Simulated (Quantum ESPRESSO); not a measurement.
Here is a Quantum ESPRESSO 7.5 calculation.

The input pw.in:

```
&CONTROL
  calculation = 'vc-relax'
  prefix = 'pwscf'
  outdir = './tmp'
  pseudo_dir = './pseudo'
  tprnfor = .true.
  tstress = .true.
  disk_io = 'low'
  nstep = 40
  forc_conv_thr = 0.0004
  etot_conv_thr = 1d-05
/
&SYSTEM
  ibrav = 0
  nat = 1
  ntyp = 1
  ecutwfc = 82
  nbnd = 16
  occupations = 'smearing'
  smearing = 'fd'
  degauss = 0.00367493
/
&ELECTRONS
  conv_thr = 2d-10
  electron_maxstep = 120
  mixing_beta = 0.5
/
&IONS
  ion_dynamics = 'bfgs'
/
&CELL
  cell_dynamics = 'bfgs'
  press = 0
  press_conv_thr = 0.3
/
ATOMIC_SPECIES
Ag   107.8682 Ag.upf
CELL_PARAMETERS bohr
  -3.1287326171    3.1287326171    3.1287326171
   3.1287326171   -3.1287326171    3.1287326171
   3.1287326171    3.1287326171   -3.1287326171
ATOMIC_POSITIONS bohr
Ag     0.0000000000    0.0000000000    0.0000000000
K_POINTS automatic
11 11 11 0 0 0
```

Potentials or basis: PseudoDojo 0.4.1 SR PBEsol standard.

The run is started by

```bash
$ OMP_NUM_THREADS=1 mpirun -n 2 pw.x -nk 2 -in pw.in > pw.out
```

Problem. Estimate the relaxed volume.

Solution. 16.80 Å³/atom.

Problem. Predict the space group after relaxing (to 0.05 Å).

Solution. Im-3m (No. 229).

Final structure:
```xyz
1
Lattice="-1.6133 1.6133 1.6133 1.6133 -1.6133 1.6133 1.6133 1.6133 -1.6133" Properties=species:S:1:pos:R:3 pbc="T T T"
Ag    0.0000    0.0000    0.0000
```
